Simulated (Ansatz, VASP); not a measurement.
# Fe in VASP and in Ansatz

Contents of INCAR:

```
PREC = Accurate ; ENCUT = 520
EDIFF = 1E-7 ; ISMEAR = 0
SIGMA = 0.15 ; LREAL = F
LASPH = T ; NELM = 150
ALGO = Normal ; ISIF = 2
LWAVE = F ; LCHARG = F
ISPIN = 2 ; MAGMOM = 2.44
LORBIT = 11 ; LMAXMIX = 4
GGA = PE ; NBANDS = 14
```

The input KPOINTS:

```
Automatic mesh
0
Gamma
  10 10 10
```

File POSCAR:

```
Fe
1.0
   -1.4157750842      1.4157750842      1.5148793401
    1.4157750842     -1.4157750842      1.5148793401
    1.4157750842      1.4157750842     -1.5148793401
Fe
1
Direct
    0.0000000000      0.0000000000      0.0000000000
```

Input for Ansatz:

```yaml
crystal:
  lattice:
    - [-1.4157750842, 1.4157750842, 1.5148793401]
    - [1.4157750842, -1.4157750842, 1.5148793401]
    - [1.4157750842, 1.4157750842, -1.5148793401]
  atoms:
    - { symbol: Fe, position: [0.0, 0.0, 0.0], spin: 2.44 }
basis:
  ecutwfc: 520.0
kpoints:
  mp_grid: { grid: [10, 10, 10] }
hamiltonian:
  xc: pbe
scf:
  occupations: { method: gaussian, width: 0.15 }
output:
  forces: true
  stress: true
  eigenvalues: true
  populations: true
magnetization:
  spin_polarized: true
```

Change from the starting cell: normal strain along x +0.0000, normal strain along z +0.0700.

Alike in both runs: task single point; functional PBE; k mesh 10 × 10 × 10; occupations gaussian, width 0.15 eV; collinear spin.

|  | VASP | Ansatz |
| --- | --- | --- |
| version | VASP 6.6.1 | Ansatz 0.2.0 |
| potentials or method | VASP PAW PBE potentials, release 64 (Fe) | scalar-relativistic, plane waves, PAW |
| plane-wave cutoff (eV) | 520 | 520 |
| valence electrons in the cell | 8 | 16 |

```csv
,VASP,Ansatz,Ansatz less VASP
gap on the k mesh at the Fermi level (eV),none,none,-
pressure (GPa),-10.7,-11.0,-0.32
largest component of the traceless stress (GPa),3.04,3.36,+0.318
net moment per atom (μB),2.28,2.26,-0.027
size of the moment on the site where the two differ most (μB),2.30,2.32,+0.023
```

Site moments also hang on the region over which each program counts them. A gap of «none» marks a metal or a gap that the smearing closes. The functional is the same, so the differences come from potentials, cutoffs and numerics. The two sets of potentials don't hold the same shells in valence.
